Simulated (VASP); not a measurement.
# Si2Ni (Fm-3m) in VASP: a series of runs

Runs on Si2Ni. Level: RPBE. Tasks: single point.

Program: VASP 6.6.1. These are calculated values, not measurements. Logs are shortened: lines on timing, memory, paths and dates and some standing lists are left out, and cuts for length are marked.

### Step 1. The structure

The structure is cubic, space group Fm-3m (No. 225). The conventional cell has a = 5.406 Å, b = 5.406 Å, c = 5.406 Å, α = 90.00°, β = 90.00°, γ = 90.00°. Ni (site symmetry m-3m) has 8 Si at 2.34 Å as nearest neighbours. Si (site symmetry -43m) has 4 Ni at 2.34 Å as nearest neighbours.

### Step 2. Single point, RPBE, collinear spin, ferromagnetic start

Input file INCAR:

```
SYSTEM = Si2Ni
ALGO = Normal
EDIFF = 1E-7
ENCUT = 550
GGA = RP
ISIF = 2
ISMEAR = 0
ISPIN = 2
LASPH = .True.
LCHARG = .False.
LMAXMIX = 4
LORBIT = 11
LREAL = .False.
LWAVE = .False.
MAGMOM = 1 0 0
NBANDS = 20
NELM = 100
PREC = Accurate
SIGMA = 0.02
```

Input file KPOINTS:

```
k-points
0
Gamma
  9 9 9
  0 0 0
```

Input file POSCAR:

```
Si2Ni
3.8226
    0.000000000000      0.707110343745      0.707110343745
    0.707110343745      0.000000000000      0.707110343745
    0.707110343745      0.707110343745      0.000000000000
Ni Si
1 2
Direct
    0.0000000000      0.0000000000      0.0000000000
    0.7500000000      0.7500000000      0.7500000000
    0.2500000000      0.2500000000      0.2500000000
```

Potentials or basis: VASP PAW PBE potentials, release 64 (Ni_GW, Si_GW).

Command:

```console
cat potpaw_PBE.64/Ni_GW/POTCAR potpaw_PBE.64/Si_GW/POTCAR > POTCAR
mpirun -np 1 vasp_std > vasp.out
```

OUTCAR:

```text
SYSTEM = Si2Ni
   EDIFF = 1E-7
   ENCUT = 550
   GGA = RP
   ISIF = 2
   ISMEAR = 0
   ISPIN = 2
   LASPH = .True.
   LORBIT = 11
   LREAL = .False.
   NELM = 100
   PREC = Accurate

 ion  position               nearest neighbor table
   1  0.000  0.000  0.000-   2 2.34   2 2.34   2 2.34   2 2.34   3 2.34   3 2.34   3 2.34   3 2.34

   2  0.750  0.750  0.750-   1 2.34   1 2.34   1 2.34   1 2.34   3 2.70   3 2.70   3 2.70   3 2.70
                             3 2.70   3 2.70
   3  0.250  0.250  0.250-   1 2.34   1 2.34   1 2.34   1 2.34   2 2.70   2 2.70   2 2.70   2 2.70
                             2 2.70   2 2.70

  LATTYP: Found a face centered cubic cell.
 ALAT       =     5.4060000000

  Lattice vectors:

 A1 = (   0.0000000000,   2.7030000000,   2.7030000000)
 A2 = (   2.7030000000,   0.0000000000,   2.7030000000)
 A3 = (   2.7030000000,   2.7030000000,   0.0000000000)

Analysis of symmetry for initial positions (statically):
=====================================================================
 Subroutine PRICEL returns:
 Original cell was already a primitive cell.

 Routine SETGRP: Setting up the symmetry group for a
 face centered cubic supercell.

 Subroutine GETGRP returns: Found 48 space group operations
 (whereof 48 operations were pure point group operations)
 out of a pool of 48 trial point group operations.

The static configuration has the point symmetry O_h .

Analysis of symmetry for dynamics (positions and initial velocities):
=====================================================================
 Subroutine PRICEL returns:
 Original cell was already a primitive cell.

 Routine SETGRP: Setting up the symmetry group for a
 face centered cubic supercell.

 Subroutine GETGRP returns: Found 48 space group operations
 (whereof 48 operations were pure point group operations)
 out of a pool of 48 trial point group operations.

The dynamic configuration has the point symmetry O_h .

Analysis of structural, dynamic, and magnetic symmetry:
=====================================================================
 Subroutine PRICEL returns:
 Original cell was already a primitive cell.

 Routine SETGRP: Setting up the symmetry group for a
 face centered cubic supercell.

[... 130 lines left out ...]
   LORBIT       =     11    0 simple, 1 ext, 2 COOP (PROOUT), +10 PAW based schemes
   GGA     = RP    functional components
   LHFCALC =     F    Hartree Fock is set to
   AEXX    =    0.0000 exact exchange contribution
   IVDW    =     0    specifies the selected vdW correction
   LEPSILON=     F    determine dielectric tensor
   LRPA    =     F    only Hartree local field effects (RPA)
 spin polarized calculation
 Gauss-broadening in eV      SIGMA  =   0.02
  energy-cutoff  :      550.00
  volume of cell :       39.50
 maximum number of plane-waves:      1185
 NGX is ok and might be reduce to    30
   NGX = 15   NGY = 15   NGZ = 15

 number of electron      17.9999991 magnetization      -0.0000435

 number of electron      17.9999991 magnetization       0.0000296

 Free energy of the ion-electron system (eV)
  ---------------------------------------------------
  ext. energy  EPLUGINS =         0.00000000
  ---------------------------------------------------
  free energy    TOTEN  =       -16.15910947 eV

  energy without entropy =      -16.15888408  energy(sigma->0) =      -16.15899678

 E-fermi :   8.9320     XC(G=0): -11.5761

 val. band max:        8.8542725413   @ k =   0.3333   0.2222   0.0000
 cond. band min:       8.9416458802   @ k =   0.1111   0.1111   0.0000
 fundamental gap:      0.0873733389
 Fermi energy:         8.9319946361

 spin component 1

 k-point     1 :       0.0000    0.0000    0.0000
  band No.  band energies     occupation
      1      -4.9946      1.00000
      2       3.6685      1.00000
      3       3.6685      1.00000
      4       3.6685      1.00000
      5       5.3687      1.00000
      6       5.3687      1.00000
[... 541 lines left out ...]
     19      22.5996      0.00000
     20      22.5996      0.00000

 [... further k-points ...]

 spin component 2

 k-point     1 :       0.0000    0.0000    0.0000
  band No.  band energies     occupation
      1      -4.9946      1.00000
      2       3.6685      1.00000
      3       3.6685      1.00000
      4       3.6685      1.00000
      5       5.3687      1.00000
      6       5.3687      1.00000
[... 541 lines left out ...]
     19      22.5996      0.00000
     20      22.5996      0.00000

 [... further k-points ...]

------------------------ aborting loop because EDIFF is reached ----------------------------------------

  FORCE on cell =-STRESS in cart. coord.  units (eV):
  Direction    XX          YY          ZZ          XY          YZ          ZX
  --------------------------------------------------------------------------------------
  -------------------------------------------------------------------------------------
  Total        1.5389081      1.5389081      1.5389081      0.0000000      0.0000000      0.0000000
  in kB       62.4245110     62.4245110     62.4245110      0.0000000      0.0000000      0.0000000
  external PRESSURE =      62.4245110 kB  Pullay stress =       0.0000000 kB

 VOLUME and BASIS-vectors are now :
 -----------------------------------------------------------------------------
  energy-cutoff  :      550.00
  volume of cell :       39.50
      direct lattice vectors                 reciprocal lattice vectors
     0.000000000  2.703000000  2.703000000    -0.184979652  0.184979652  0.184979652
     2.703000000  0.000000000  2.703000000     0.184979652 -0.184979652  0.184979652
     2.703000000  2.703000000  0.000000000     0.184979652  0.184979652 -0.184979652

 POSITION                                       TOTAL-FORCE (eV/Angst)
 -----------------------------------------------------------------------------------
      0.00000      0.00000      0.00000         0.000000      0.000000      0.000000
      4.05450      4.05450      4.05450         0.000000      0.000000      0.000000
      1.35150      1.35150      1.35150        -0.000000     -0.000000     -0.000000
 -----------------------------------------------------------------------------------
    total drift:                                0.000000     -0.000000     -0.000000

  FREE ENERGIE OF THE ION-ELECTRON SYSTEM (eV)
  ---------------------------------------------------
  free  energy   TOTEN  =       -16.1591094688 eV

  energy  without entropy=      -16.1588840834  energy(sigma->0) =      -16.15899678

 total charge

# of ion       s       p       d       f       tot
--------------------------------------------------
    1        0.550   0.784   8.368   0.009   9.710
    2        0.730   0.826   0.116   0.000   1.672
    3        0.730   0.826   0.116   0.000   1.672
--------------------------------------------------
tot          2.009   2.437   8.601   0.009  13.055

 magnetization (x)

# of ion       s       p       d       f       tot
--------------------------------------------------
    1        0.000   0.000   0.000   0.000   0.000
    2       -0.000   0.000   0.000   0.000   0.000
    3       -0.000   0.000   0.000   0.000   0.000
--------------------------------------------------
tot          0.000   0.000   0.000   0.000   0.000
```

Run time: 1.7 min. Hardware: 1 thread of AMD EPYC 7R43 (Zen 3), shared host; peak memory 0.2 GiB.

Results:

```
Free energy                                           : -16.1591 eV
Pressure                                              : 6.2 GPa
Band gap on the k mesh                                : none (metal or under the smearing width)
Net moment                                            : 0.00 μB per cell
Valence electrons inside the program's atomic spheres : Ni 9.71; Si 1.67
```

Caveat: the PAW data sets were made with another functional, which shifts forces and pressure a little.

### Step 3. Single point, RPBE, collinear spin, ferromagnetic start

Input file run.py:

```python
from ase.calculators.vasp import Vasp
from ase.dft.bandgap import bandgap
from ase.io import read

atoms = read('Si2Ni.xyz')
atoms.set_initial_magnetic_moments([1.0, 0.0, 0.0])
calc = Vasp(
    directory='calc',
    xc='rpbe',
    pp='PBE',
    setups={'base': 'minimal', 'Ni': '_GW', 'Si': '_GW'},
    prec='Accurate',
    encut=550,
    ediff=1e-06,
    ismear=0,
    sigma=0.02,
    lreal=False,
    lasph=True,
    nelm=120,
    algo='Normal',
    isif=2,
    lwave=False,
    lcharg=False,
    ispin=2,
    lorbit=11,
    lmaxmix=4,
    kpts=[9, 9, 9],
    gamma=True,
)
atoms.calc = calc

print('energy (eV):', atoms.get_potential_energy())
print('free energy (eV):', atoms.get_potential_energy(force_consistent=True))
print('forces (eV/A):')
print(atoms.get_forces())
print('stress (eV/A^3, Voigt):', atoms.get_stress())
print('Fermi level (eV):', calc.get_fermi_level())
print('moment (muB):', atoms.get_magnetic_moment())
print('site moments (muB):', atoms.get_magnetic_moments())
gap, top, bottom = bandgap(calc)
print('band gap (eV):', gap, 'from (spin, k, band)', top, 'to', bottom)
```

Input file Si2Ni.xyz:

```xyz
3
Lattice="0.0000000000 2.7030000000 2.7030000000 2.7030000000 0.0000000000 2.7030000000 2.7030000000 2.7030000000 0.0000000000" Properties=species:S:1:pos:R:3 pbc="T T T"
Ni     0.0000000000      0.0000000000      0.0000000000
Si     4.0545000000      4.0545000000      4.0545000000
Si     1.3515000000      1.3515000000      1.3515000000
```

Potentials or basis: VASP PAW PBE potentials, release 64 (Ni_GW, Si_GW).

Command:

```console
python run.py
```

Run time: 84 s. Hardware: 1 thread of AMD EPYC 7R43 (Zen 3), shared host; peak memory 0.19 GiB.

Results (log left out):

```yaml
Free_energy: -16.1591 eV
Pressure: 6.2 GPa
Band_gap_on_the_k_mesh: none (metal or under the smearing width)
Net_moment: 0.00 μB per cell
Valence_electrons_inside_the_program's_atomic_spheres: Ni 9.71; Si 1.67
```

Levels at points of the mesh, in eV from the Fermi level:
Spin up:
| k point | band 6 | band 7 | band 8 | band 9 | band 10 | band 11 | band 12 | band 13 |
| --- | --- | --- | --- | --- | --- | --- | --- | --- |
| (0.00, 0.00, 0.00) | -3.56 | -0.29 | 1.64 | 1.64 | 1.64 | 2.20 | 2.20 | 2.20 |
Spin down:
| k point | band 7 | band 8 | band 9 | band 10 | band 11 | band 12 |
| --- | --- | --- | --- | --- | --- | --- |
| (0.00, 0.00, 0.00) | -0.29 | 1.64 | 1.64 | 1.64 | 2.20 | 2.20 |

Caveat: the PAW data sets were made with another functional, which shifts forces and pressure a little.

### Step 4. For comparison

An earlier run on the cell as given: functional PBE; potentials or basis VASP PAW PBE potentials, release 64 (Ni, Si); cutoff 520 eV; k mesh 9 × 9 × 9; occupations fermi-dirac, width 0.05 eV; collinear spin, ferromagnetic start; starting moments [1.0, 0.0, 0.0] μB.

* Pressure: 3.8 GPa
* Band gap on the k mesh: none (metal or under the smearing width)
* Net moment: 0.00 μB per cell
* Valence electrons inside the program's atomic spheres: Ni 9.81; Si 1.59
